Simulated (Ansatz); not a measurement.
# Au(111) with 4 layers of random Au-W, 2x2: scattering by chemical disorder

How strongly does chemical disorder scatter in Au(111) with 4 layers of random Au-W, 2x2?

Program: Ansatz 0.2.0. Level of theory: Ansatz plane-wave DFT, PBE, PAW files; ballistic transport by layer matching (Landauer), zero bias; PAW set soft_1. Results are calculated unless marked as measured.

Most raw output is cut from this account.

**1. The starting structure**

The cell holds 40 atoms: 38 Au and 2 W. Its edges and angles: a = 5.768 Å, b = 5.768 Å, c = 23.605 Å, α = 93.5°, β = 86.5°, γ = 120.0°. It derives from Au. Regions: lead, 24 atoms (24 Au); scattering region, 16 atoms (14 Au and 2 W). The structure is stacked along c, and the current runs across the ab planes.

**2. With 4 alloy layers**

In 4 layers a share of 0.125 of the sites is given to W at random. The layers about the cell's end stay perfect and serve as the lead. Energies from -0.05 to 0.05 eV in steps of 0.05 eV are too few for the program's thermal sum, so it prints no conductance; for a metal the transmission near the Fermi level serves, at a fraction of the cost.

Input file input.yaml:

```yaml
crystal:
  lattice:
    - [5.7675164607, 0.0, 0.0]
    - [-2.8837582304, 4.9948157718, 0.0]
    - [1.4418791152, -0.8324692953, 23.5457873532]
  atoms:
    - { symbol: Au, position: [0.9916666667, 0.0083333333, 0.05] }
    - { symbol: Au, position: [0.9916666667, 0.5083333333, 0.05] }
    - { symbol: Au, position: [0.4916666667, 0.0083333333, 0.05] }
    - { symbol: Au, position: [0.4916666667, 0.5083333333, 0.05] }
    - { symbol: Au, position: [0.1416666667, 0.3583333333, 0.15] }
    - { symbol: Au, position: [0.1416666667, 0.8583333333, 0.15] }
    - { symbol: Au, position: [0.6416666667, 0.3583333333, 0.15] }
    - { symbol: Au, position: [0.6416666667, 0.8583333333, 0.15] }
[... 28 atom lines left out ...]
    - { symbol: Au, position: [0.8416666667, 0.1583333333, 0.95] }
    - { symbol: Au, position: [0.8416666667, 0.6583333333, 0.95] }
    - { symbol: Au, position: [0.3416666667, 0.1583333333, 0.95] }
    - { symbol: Au, position: [0.3416666667, 0.6583333333, 0.95] }
kpoints:
  mp_grid: { grid: [5, 5, 1] }
hamiltonian:
  xc: pbe
  pseudopotentials: { kind: paw, azcp: { folder: soft_1 } }
scf:
  occupations: { method: fermi_dirac, width: 0.1 }
output:
  transmission:
    leads: [[0, 4]]
    kmesh: [10, 10]
    e_range: [-0.05, 0.05]
    de: 0.05
  write_potential: true
  write_density: true
  volumetric_format: npy
```

Run with:

```sh
$ ansatz run input.yaml --threads 4 --pin off --max-ram 15360MiB --backend cpu --events-out ev --progress --plain --runs-dir out
```

Run time: 3.5 min. Hardware: 4 threads of Intel Xeon Platinum 8488C (Sapphire Rapids), shared host; peak memory 5.6 GiB.

Numbers from this step:

| Item | Value |
| --- | --- |
| free energy | -520513.7341 eV |
| energy at zero smearing | -520513.4446 eV |
| Fermi energy | 20.78 eV |
| cell area | 28.81 Å² |
| transmission per spin nearest the Fermi level | 1.373 |
| open channels per spin nearest the Fermi level | 3.21 |
| step of the lead's potential | 11.6 meV |

Per spin. The transmission, zone mean by energy, zero at the Fermi level:

| energy (eV) | transmission, zone mean |
| --- | --- |
| -0.0500 | 1.43 |
| 0.0000 | 1.37 |
| 0.0500 | 1.35 |

Per spin. The open channels, zone mean, lead stays at 3.21 for energy from -0.05 to 0.05 eV.

Transmission over k1 and k2. At 0.0000 eV from the Fermi level.

Ten even steps from '_' (0.62) to '@' (2.56):
```
--**::..::==--++::--
::::**..__----==::::
::....@@++%%____==++
::::__++##@@==__----
++==--%%@@++@@%%--==
::----__==@@##++__::
::++==____%%++@@....
::::::==----__..**::
----::++--==::..::**
##--::::::++::::::--
```
Columns: k1 (b1) from -0.5 to 0.4; rows upwards: k2 (b2) from -0.5 to 0.4.

Open channels over k1 and k2. At 0.0000 eV from the Fermi level.

Ten even steps from '0' (3.00) to '9' (4.00):
```
0900090000
0090090000
0009090000
0000000000
9999000999
0000000000
0000090900
0000090090
0000090009
9000090000
```
Columns: k1 (b1) from -0.5 to 0.4; rows upwards: k2 (b2) from -0.5 to 0.4.

Over the solved energies the transmission per spin lies between 1.35 and 1.43, out of 3.21 channels of the lead on average (up to 3.21).

**3. With 8 alloy layers**

In 8 layers a share of 0.125 of the sites is given to W at random. A fresh draw is used; the growth of the resistance with length is what counts.

System of this step: Au(111) with 8 layers of random Au-W, 2x2. The cell holds 56 atoms: 52 Au and 4 W. Its edges and angles: a = 5.768 Å, b = 5.768 Å, c = 33.006 Å, α = 87.5°, β = 92.5°, γ = 120.0°. It derives from Au. Regions: lead, 24 atoms (24 Au); scattering region, 32 atoms (28 Au and 4 W). The structure is stacked along c, and the current runs across the ab planes.

Input file input.yaml:

```yaml
crystal:
  lattice:
    - [5.7675164607, 0.0, 0.0]
    - [-2.8837582304, 4.9948157718, 0.0]
    - [-1.4418791152, 0.8324692953, 32.9641022945]
  atoms:
    - { symbol: Au, position: [0.005952381, 0.994047619, 0.0357142857] }
    - { symbol: Au, position: [0.005952381, 0.494047619, 0.0357142857] }
    - { symbol: Au, position: [0.505952381, 0.994047619, 0.0357142857] }
    - { symbol: Au, position: [0.505952381, 0.494047619, 0.0357142857] }
    - { symbol: Au, position: [0.1845238095, 0.3154761905, 0.1071428571] }
    - { symbol: Au, position: [0.1845238095, 0.8154761905, 0.1071428571] }
    - { symbol: Au, position: [0.6845238095, 0.3154761905, 0.1071428571] }
    - { symbol: Au, position: [0.6845238095, 0.8154761905, 0.1071428571] }
[... 44 atom lines left out ...]
    - { symbol: Au, position: [0.3273809524, 0.1726190476, 0.9642857143] }
    - { symbol: Au, position: [0.3273809524, 0.6726190476, 0.9642857143] }
    - { symbol: Au, position: [0.8273809524, 0.1726190476, 0.9642857143] }
    - { symbol: Au, position: [0.8273809524, 0.6726190476, 0.9642857143] }
kpoints:
  mp_grid: { grid: [5, 5, 1] }
hamiltonian:
  xc: pbe
  pseudopotentials: { kind: paw, azcp: { folder: soft_1 } }
scf:
  occupations: { method: fermi_dirac, width: 0.1 }
output:
  transmission:
    leads: [[0, 4]]
    kmesh: [10, 10]
    e_range: [-0.05, 0.05]
    de: 0.05
  write_potential: true
  write_density: true
  volumetric_format: npy
```

Wall time 7 min (4 threads); peak memory 8.8 GiB.

Numbers from this step:

| Property | Result |
| --- | --- |
| free energy | -725396.2542 eV |
| energy at zero smearing | -725395.6424 eV |
| Fermi energy | 20.77 eV |
| transmission per spin nearest the Fermi level | 0.6668 |
| open channels per spin nearest the Fermi level | 3.17 |
| step of the lead's potential | 15.2 meV |

Per spin. Table of transmission, zone mean by energy, zero at the Fermi level:

| energy (eV) | transmission, zone mean |
| --- | --- |
| -0.0500 | 0.795 |
| 0.0000 | 0.667 |
| 0.0500 | 0.631 |

Over the solved energies the transmission per spin lies between 0.631 and 0.795, out of 3.20 channels of the lead on average (up to 3.21).

**4. With 12 alloy layers**

In 12 layers a share of 0.125 of the sites is given to W at random. A fresh draw is used; the growth of the resistance with length is what counts.

System of this step: Au(111) with 12 layers of random Au-W, 2x2. The cell holds 72 atoms: 66 Au and 6 W. Cell: a = 5.768 Å, b = 5.768 Å, c = 42.382 Å, α = 90.0°, β = 90.0°, γ = 120.0°. It derives from Au. Regions: lead, 24 atoms (24 Au); scattering region, 48 atoms (42 Au and 6 W). The structure is stacked along c, and the current runs across the ab planes.

Input file input.yaml:

```yaml
crystal:
  lattice:
    - [5.7675164607, 0.0, 0.0]
    - [-2.8837582304, 4.9948157718, 0.0]
    - [0.0, 0.0, 42.3824172358]
  atoms:
    - { symbol: Au, position: [0.0, 0.0, 0.0277777778] }
    - { symbol: Au, position: [0.0, 0.5, 0.0277777778] }
    - { symbol: Au, position: [0.5, 0.0, 0.0277777778] }
    - { symbol: Au, position: [0.5, 0.5, 0.0277777778] }
    - { symbol: Au, position: [0.1666666667, 0.3333333333, 0.0833333333] }
    - { symbol: Au, position: [0.1666666667, 0.8333333333, 0.0833333333] }
    - { symbol: Au, position: [0.6666666667, 0.3333333333, 0.0833333333] }
    - { symbol: Au, position: [0.6666666667, 0.8333333333, 0.0833333333] }
[... 60 atom lines left out ...]
    - { symbol: Au, position: [0.3333333333, 0.1666666667, 0.9722222222] }
    - { symbol: Au, position: [0.3333333333, 0.6666666667, 0.9722222222] }
    - { symbol: Au, position: [0.8333333333, 0.1666666667, 0.9722222222] }
    - { symbol: Au, position: [0.8333333333, 0.6666666667, 0.9722222222] }
kpoints:
  mp_grid: { grid: [5, 5, 1] }
hamiltonian:
  xc: pbe
  pseudopotentials: { kind: paw, azcp: { folder: soft_1 } }
scf:
  occupations: { method: fermi_dirac, width: 0.1 }
output:
  transmission:
    leads: [[0, 4]]
    kmesh: [10, 10]
    e_range: [-0.05, 0.05]
    de: 0.05
  write_potential: true
  write_density: true
  volumetric_format: npy
```

Wall time 18 min (4 threads); peak memory 9.8 GiB; 69 min of CPU time.

Numbers from this step:

```yaml
free_energy: -930282.0700 eV
energy_at_zero_smearing: -930281.3345 eV
fermi_energy: 20.79 eV
transmission_per_spin_nearest_the_fermi_level: 0.5987
open_channels_per_spin_nearest_the_fermi_level: 3.21
step_of_the_lead_s_potential: 15.4 meV
```

Per spin. Table of transmission, zone mean by energy, zero at the Fermi level:

| energy (eV) | transmission, zone mean |
| --- | --- |
| -0.0500 | 0.639 |
| 0.0000 | 0.599 |
| 0.0500 | 0.580 |

Over the solved energies the transmission per spin lies between 0.580 and 0.639, out of 3.21 channels of the lead on average (up to 3.21).

**5. The fit**

This step: Ansatz plane-wave DFT, PBE, PAW files; ballistic transport by layer matching (Landauer), zero bias; residual resistivity from the slope of the area resistance, atoms on the host's lattice; PAW set soft_1 (Ansatz 0.2.0).

This step gave:

- resistivity: 183.2 µΩ cm
- intercept: 0.1061 fΩ m²
- scatter about the fit: 0.4316 fΩ m²

Resistance, by row:

| run | length (Å) | T | channels N | RA (fΩ m²) |
| --- | --- | --- | --- | --- |
| n4 | 9.418 | 1.385 | 3.21 | 1.526 |
| n8 | 18.84 | 0.6976 | 3.197 | 4.166 |
| n12 | 28.25 | 0.6061 | 3.21 | 4.976 |

Area resistance against length of the alloy:

| length of the alloy (Å) | area resistance (fΩ m²) |
| --- | --- |
| 9.42 | 1.53 |
| 18.84 | 4.17 |
| 28.25 | 4.98 |

The area resistance goes from 1.5 to 5.0 fΩ m² between 9.4 and 28.3 Å, a slope of 183 µΩ cm.

By hand from the end points: (4.976 − 1.526) fΩ m² / (28.25 − 9.42) Å = 183 µΩ cm, since 1 fΩ m² per Å is 1000 µΩ cm.

**6. Outcome**

| Quantity | Value |
| --- | --- |
| resistivity from the slope | 183 µΩ cm |
| area resistance over 9.42 Å | 1.53 fΩ m² |
| area resistance over 18.8 Å | 4.17 fΩ m² |
| area resistance over 28.3 Å | 4.98 fΩ m² |

The slope gives 183 µΩ cm. The points scatter by 0.43 fΩ m² about the line, with one random draw a length in a 2x2 cell, so the slope is a rough value. Read with a model of isotropic scattering on a spherical Fermi surface and the lead's 0.86×10¹⁵ S/m², this slope means a mean free path near 4.7 Å; over these lengths the model's slope is within 3 % of its bulk resistivity, though a free path of a few ångströms strains the picture. The draw over the shortest length came out nearly ordered, with 8 symmetry operations, so that point is a poor sample of a random alloy. The atoms sit on the host's lattice, so scattering by size misfit is left out. Spin-orbit coupling is left out, which matters for Au and W.

[Logs are printed without paths, hosts, clocks, repeated set-up lines and the standing remarks that a program may print on its own settings, such as how far it seeks lower states.]

[Hosts, paths, dates, database ids (printed as entryN), source tags and the programs' standing remarks are cut or masked in the printed files.]
